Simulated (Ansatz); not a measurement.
Crystal: CsPbBr3.

```
CELL_PARAMETERS angstrom
5.87000 0.00000 0.00000
0.00000 5.87000 0.00000
0.00000 0.00000 5.87000
ATOMIC_POSITIONS crystal
Pb 0.50000 0.50000 0.50000
Cs 0.00000 0.00000 0.00000
Br 0.50000 0.50000 0.00000
Br 0.50000 0.00000 0.50000
Br 0.00000 0.50000 0.50000
```

Measurements of this composition are mostly on another form, of space group No. 62.

* Program: Ansatz 0.2.0
* Task: relaxation of cell and atoms
* Functional: LDA
* Potentials or basis: Ansatz PAW
* Cutoff: 420 eV (not typed: the program's choice for these potentials)
* k mesh: 5 × 5 × 5
* Occupations: fermi-dirac, width 0.05 eV
* Spin: no spin polarisation

At the start: volume 40.45 Å³/atom.

**Question.** How do energy, volume and symmetry change on relaxing?

**Answer.** It ends after 5 steps and the volume is 38.30 Å³/atom (-5.3 %); space group Pm-3m (No. 221, to 0.05 Å).

The path:
| step | energy change (eV) | largest force (eV/Å) | volume (Å³) |
| --- | --- | --- | --- |
| 1 | 0.0000 | 0.0000 | 202.26 |
| 2 | -0.0367 | 0.0000 | 195.75 |
| 3 | -0.0444 | 0.0000 | 190.99 |
| 4 | -0.0444 | 0.0000 | 191.48 |
| 5 | -0.0433 | 0.0000 | 191.48 |

Final structure:
```
Pb Cs Br
1.0
     5.76378    0.00000    0.00000
     0.00000    5.76378    0.00000
     0.00000    0.00000    5.76378
Pb Cs Br
1 1 3
Direct
  0.50000 0.50000 0.50000
  0.00000 0.00000 0.00000
  0.50000 0.50000 0.00000
  0.50000 0.00000 0.50000
  0.00000 0.50000 0.50000
```

Caveat: the plane-wave basis is chosen anew once the cell has moved, so the energies of steps on either side of that aren't comparable; the PAW data sets come from PBE, with cores solved anew for the run's functional, which leaves a small shift of forces and pressure.
